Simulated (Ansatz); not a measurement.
# Ionic part of the dielectric constant of AlP at 11 GPa, mode by mode

Level of theory: DFT PBEsol, scalar-relativistic, plane waves, PAW (Ansatz). Settings: 420 eV plane-wave cutoff, Γ-centred 10×10×10 mesh, fixed occupations. No spin polarisation. Phonons by linear response, acoustic sum rule imposed.

It takes space group F-43m (No. 216, cubic). Conventional cell: a = 5.287 Å, b = 5.287 Å, c = 5.287 Å, α = 90.00°, β = 90.00°, γ = 90.00°. Al (site symmetry -43m) has 4 P at 2.29 Å as nearest neighbours. P (site symmetry -43m) has 4 Al at 2.29 Å as nearest neighbours.

The primitive cell has V = 36.94 Å³ and ε∞,xx = 8.258. Each polar mode adds Δε = (4.92064×10⁷/V)·S/ν² along x, with S its oscillator strength in e²/amu, ν in cm⁻¹ and V in Å³.

Task: From these modes, find each Δε and ε0,xx.
| ν (cm⁻¹) | S_xx (e²/amu) |
| --- | --- |
| 490.7 | 0.3276 |

Result:
```json
{"ν (cm⁻¹)": "490.7", "Δε": "1.81"}
```

The sum is 1.813, so ε0,xx = 10.07; the run's tensor has 10.07.

Task: Where do the longitudinal modes lie for a wave vector along x?

Result: At 542 cm⁻¹. The Lyddane–Sachs–Teller product Π(ν_LO/ν_TO)² = 1.22 matches ε0/ε∞ = 1.22.

Cost: 1 run of about 1.4 core-minutes, on AMD EPYC (Zen 3) (shared hosts).

The static dielectric response of compressed AlP is mainly electronic: the lattice adds only 1.81 to an ε∞ of 8.258. All of the ionic part comes from the single zone-centre optical mode of zinc blende, in which the Al and P sublattices move against each other. Its contribution is modest because the partly covalent sp³ bonds are stiff and the polarisation grows with the inverse square of the frequency. The oscillator strength, taken with the reduced mass of the pair, also implies a Born effective charge well below the formal trivalent one, in keeping with the moderate electronegativity difference.

The longitudinal mode is raised to 542 cm⁻¹ by the macroscopic field that accompanies it, which the electrons screen only in part. Since semilocal functionals usually underestimate band gaps, ε∞ is probably somewhat too large and this splitting correspondingly too small. A real optical frequency at the zone centre does not show that zinc blende remains favoured over the NiAs-type phase known from compression.
